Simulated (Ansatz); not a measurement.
Rb (hcp type), DFT, PBE, all-electron LAPW, Dirac equation with spin-orbit coupling (Ansatz 0.2.0), on 2 threads of Arm Neoverse V1 (shared host).

Command: `ansatz run input.yaml --threads 2 --pin off --max-ram 5120MiB --backend cpu --events-out ev --progress --plain --runs-dir out`

```yaml
crystal:
  lattice:
    - [5.0664732571, 0.0, 0.0]
    - [-2.5332366285, 4.3876945482, 0.0]
    - [0.0, 0.0, 8.2076866765]
  atoms:
    - { symbol: Rb, position: [0.3333333333, 0.6666666667, 0.25] }
    - { symbol: Rb, position: [0.6666666667, 0.3333333333, 0.75] }
kpoints:
  mp_grid: { grid: [10, 10, 5] }
scf:
  occupations: { method: fermi_dirac, width: 0.05 }
hamiltonian:
  xc: pbe
  pseudopotentials: { kind: all_electron, lapw: { basis_error: 0.0005 } }
output:
  forces: true
  stress: true
  eigenvalues: true
  populations: true
relax:
  f_tol: 0.005
  max_steps: 25
  cell: {}
magnetization:
  noncollinear: true
  spin_orbit: true
```

How large is the problem that the program sets up?

42 irreducible k-points, 161 plane waves at Γ, 26 bands.

About how long does it take?

29 s of wall time for 10 SCF iterations over 1 geometries. Times on shared machines scatter by tens of per cent.
